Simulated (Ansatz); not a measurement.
The system is CdSe.

```xyz
2
Lattice="0.0000 2.8740 2.8740 2.8740 0.0000 2.8740 2.8740 2.8740 0.0000" Properties=species:S:1:pos:R:3 pbc="T T T"
Cd    0.0000    0.0000    0.0000
Se    2.8740    2.8740    2.8740
```

Measurements of this composition are mostly on another form, of space group No. 186.

| Quantity | Value |
| --- | --- |
| Program | Ansatz 0.2.0 |
| Task | relaxation of cell and atoms |
| Functional | BLYP |
| Dispersion | D3(BJ) |
| Potentials or basis | Ansatz PAW |
| Cutoff | 420 eV (not typed: the program's choice for these potentials) |
| k mesh | 8 × 8 × 8 |
| Occupations | fermi-dirac, width 0.05 eV |
| Spin | no spin polarisation |

At the start: volume 23.74 Å³/atom.

Q: How do energy, volume and symmetry change on relaxing?

A: It ends after 5 steps and the volume is 22.79 Å³/atom (-4.0 %); space group Fm-3m (No. 225, to 0.05 Å).

The path:
```tsv
step	energy change (eV)	largest force (eV/Å)	volume (Å³)
1	0.0000	0.0000	47.48
2	-0.0096	0.0000	44.43
3	-0.0156	0.0000	45.68
4	-0.0157	0.0000	45.58
5	-0.0152	0.0000	45.58
```

Final structure:
```xyz
2
Lattice="0.0000 2.8353 2.8353 2.8353 0.0000 2.8353 2.8353 2.8353 0.0000" Properties=species:S:1:pos:R:3 pbc="T T T"
Cd    0.0000    0.0000    0.0000
Se    2.8353    2.8353    2.8353
```

Caveat: the plane-wave basis is chosen anew once the cell has moved, so the energies of steps on either side of that aren't comparable; pairwise dispersion overbinds metals, which lowers pressure and volume; the PAW data sets come from PBE, with cores solved anew for the run's functional, which leaves a small shift of forces and pressure.
